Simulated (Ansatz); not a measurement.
# Au(100) / 3 layers Ir(100) / Au(100): resistance against film thickness, part 2 of 2

Wanted: interface resistance and thickness dependence for Au(100) / 3 layers Ir(100) / Au(100).

Ansatz 0.2.0; Ansatz plane-wave DFT, PBE, PAW files; ballistic transport by layer matching (Landauer), zero bias.

So far, step of the lead's potential (meV): step 2 (with 3 layers) 15.3.

**6. With 10 layers, k-mesh 13×13×1, film layers 10**

The stack now holds 10 film layers; the k-mesh follows the cell, and the energies span -0.27 to 0.27 eV.

System of this step: Au(100) / 10 layers Ir(100) / Au(100). The cell holds 18 atoms: 8 Au and 10 Ir. Cell: a = 2.884 Å, b = 2.884 Å, c = 33.327 Å, α = 90.0°, β = 90.0°, γ = 90.0°. It derives from Au and Ir. Regions: lead, 8 atoms (8 Au); films, 10 atoms (10 Ir). The structure is stacked along c, and the current runs across the ab planes.

Contents of input.yaml:

```yaml
crystal:
  lattice:
    - [2.8837582304, 0.0, 0.0]
    - [0.0, 2.8837582304, 0.0]
    - [0.0, 0.0, 33.3272337975]
  atoms:
    - { symbol: Au, position: [0.0, 0.0, 0.030592473] }
    - { symbol: Au, position: [0.5, 0.5, 0.091777419] }
    - { symbol: Au, position: [0.0, 0.0, 0.152962365] }
    - { symbol: Au, position: [0.5, 0.5, 0.214147311] }
    - { symbol: Ir, position: [0.0, 0.0, 0.2702658056] }
    - { symbol: Ir, position: [0.5, 0.5, 0.3213178488] }
    - { symbol: Ir, position: [0.0, 0.0, 0.372369892] }
    - { symbol: Ir, position: [0.5, 0.5, 0.4234219352] }
    - { symbol: Ir, position: [0.0, 0.0, 0.4744739784] }
    - { symbol: Ir, position: [0.5, 0.5, 0.5255260216] }
    - { symbol: Ir, position: [0.0, 0.0, 0.5765780648] }
    - { symbol: Ir, position: [0.5, 0.5, 0.627630108] }
    - { symbol: Ir, position: [0.0, 0.0, 0.6786821512] }
    - { symbol: Ir, position: [0.5, 0.5, 0.7297341944] }
    - { symbol: Au, position: [0.0, 0.0, 0.785852689] }
    - { symbol: Au, position: [0.5, 0.5, 0.847037635] }
    - { symbol: Au, position: [0.0, 0.0, 0.908222581] }
    - { symbol: Au, position: [0.5, 0.5, 0.969407527] }
kpoints:
  mp_grid: { grid: [13, 13, 1] }
hamiltonian:
  xc: pbe
scf:
  occupations: { method: fermi_dirac, width: 0.1 }
output:
  transmission:
    leads: [[0, 1]]
    kmesh: [26, 26]
    e_range: [-0.27, 0.27]
    de: 0.036
  write_potential: true
  write_density: true
  volumetric_format: npy
```

Started as:

```
ansatz run input.yaml --threads 4 --pin off --max-ram 8192MiB --backend cpu --events-out ev --progress --plain --runs-dir out
```

It took 1.8 min on 4 threads of Arm Neoverse V2, shared host; peak memory 1.8 GiB; 6.4 min of CPU time.

This step gave:

```yaml
free_energy: -224544.1368 eV
energy_at_zero_smearing: -224543.8935 eV
fermi_energy: 23.30 eV
step_of_the_lead_s_potential: 9.9 meV
ballistic_conductance_of_the_lead: 8.82e14 S/m²
estimated_errors_of_the_lead_s_conductance: 0, 5, 0.4 % (band edges, k-mesh, distance from neutral)
lead_conductance_per_cell: 0.9471 G₀
conductance_of_the_junction: 4.87e14 S/m²
junction_conductance_per_cell: 0.5224 G₀
estimated_errors_of_the_junction_s_conductance: 0.4, 0, 12.1, 14.6, 3 % (energy step, band edges, k-mesh, leads' steps, distance from neutral)
area_resistance_that_the_stack_adds_contact_term_taken_off_spin_by_spin: 0.9212 fΩ m²
```

Per spin. Transmission, zone mean against energy, zero at the Fermi level:

```
energy (eV)  transmission, zone mean
     -0.270                    0.449
     -0.234                    0.480
     -0.198                    0.510
     -0.162                    0.529
     -0.126                    0.493
     -0.090                    0.490
     -0.054                    0.508
     -0.018                    0.495
      0.018                    0.532
      0.054                    0.556
      0.090                    0.582
      0.126                    0.618
      0.162                    0.593
      0.198                    0.612
      0.234                    0.570
      0.270                    0.624
```

The conductance of the junction is 4.9e14 S/m², 5.4 % over the 4.6e14 S/m² of the last finished run, within the error estimates, leads' steps apart, of 14 and 12 %. The estimate from the leads' steps, 15 %, is larger still.

**7. The ladder**

Times are for 4 threads of Arm Neoverse V2, shared host. The series side by side:

```
no.  film layers  area resistance that the stack adds (contact term taken off, spin by spin) (fΩ m²)  conductance of the junction (S/m²)     time  memory (GiB)
  1            3                                                                              0.5287                             6.01e14  4.2 min           1.6
  2            5                                                                              0.7276                             5.37e14  2.1 min           1.4
  3            6                                                                               1.064                             4.55e14     74 s           1.3
  4            8                                                                               1.031                             4.62e14     92 s           1.5
  5           10                                                                              0.9212                             4.87e14  1.8 min           1.8
```

**8. With 5 layers**

The same run once more with an input made wrong on purpose.

This step: Ansatz plane-wave DFT, PBE, PAW files; ballistic transport by layer matching (Landauer), zero bias; changed: output.transmission.e_range = [1, -1], scf.max_iter = 60 (Ansatz 0.2.0).

System of this step: Au(100) / 5 layers Ir(100) / Au(100). The cell holds 13 atoms: 8 Au and 5 Ir. Cell: a = 2.884 Å, b = 2.884 Å, c = 24.904 Å, α = 86.7°, β = 86.7°, γ = 90.0°. It derives from Au and Ir. Regions: lead, 8 atoms (8 Au); films, 5 atoms (5 Ir). The structure is stacked along c, and the current runs across the ab planes.

Contents of input.yaml:

```yaml
crystal:
  lattice:
    - [2.8837582304, 0.0, 0.0]
    - [0.0, 2.8837582304, 0.0]
    - [1.4418791152, 1.4418791152, 24.8201168988]
  atoms:
    - { symbol: Au, position: [0.979460965, 0.979460965, 0.04107807] }
    - { symbol: Au, position: [0.438382895, 0.438382895, 0.1232342101] }
    - { symbol: Au, position: [0.8973048249, 0.8973048249, 0.2053903501] }
    - { symbol: Au, position: [0.3562267549, 0.3562267549, 0.2875464902] }
    - { symbol: Ir, position: [0.8185501759, 0.8185501759, 0.3628996482] }
    - { symbol: Ir, position: [0.284275088, 0.284275088, 0.4314498241] }
    - { symbol: Ir, position: [0.75, 0.75, 0.5] }
    - { symbol: Ir, position: [0.215724912, 0.215724912, 0.5685501759] }
    - { symbol: Ir, position: [0.6814498241, 0.6814498241, 0.6371003518] }
    - { symbol: Au, position: [0.1437732451, 0.1437732451, 0.7124535098] }
    - { symbol: Au, position: [0.6026951751, 0.6026951751, 0.7946096499] }
    - { symbol: Au, position: [0.061617105, 0.061617105, 0.8767657899] }
    - { symbol: Au, position: [0.520539035, 0.520539035, 0.95892193] }
kpoints:
  mp_grid: { grid: [13, 13, 1] }
hamiltonian:
  xc: pbe
scf:
  occupations: { method: fermi_dirac, width: 0.1 }
  max_iter: 60
output:
  transmission: { leads: [[0, 1]], kmesh: [26, 26], e_range: [1, -1], de: 0.036 }
  write_potential: true
  write_density: true
  volumetric_format: npy
```

It took 0.05 s on 4 threads; peak memory 0.08 GiB.

The program refused the input before any cycle.

The program's message: “Error: invalid value for `output.transmission.e_range`: [1, -1] eV must be finite with min < max”

The change that led to it: output.transmission.e_range = [1, -1].

**9. Summary of results**

| Property | Result |
| --- | --- |
| area resistance, 3 layers | 0.529 fΩ m² |
| area resistance, 5 layers | 0.728 fΩ m² |
| area resistance, 6 layers | 1.06 fΩ m² |
| area resistance, 8 layers | 1.03 fΩ m² |
| area resistance, 10 layers | 0.921 fΩ m² |

**Reading.** The stack adds 0.53 fΩ m² with 3 layers and 0.92 fΩ m² with 10. Between 5 and 10 layers it doesn't move one way: it lies between 0.728 (at 5) and 1.06 fΩ m² (at 6), and 0 of the steps exceed the two runs' error estimates together. Atoms sit on ideal sites and aren't relaxed. Spin-orbit coupling is left out, which matters for Au and Ir. The program's error estimates for the conductances, leads' steps apart, run from 7.4 to 14 %. Ir(100) is stretched by 6.2 % in plane to fit Au(100), at its own atomic volume.

[Logs are printed without paths, hosts, clocks, repeated set-up lines and the standing remarks that a program may print on its own settings, such as how far it seeks lower states.]

[Hosts, paths, dates, database ids (printed as entryN), source tags and the programs' standing remarks are cut or masked in the printed files.]
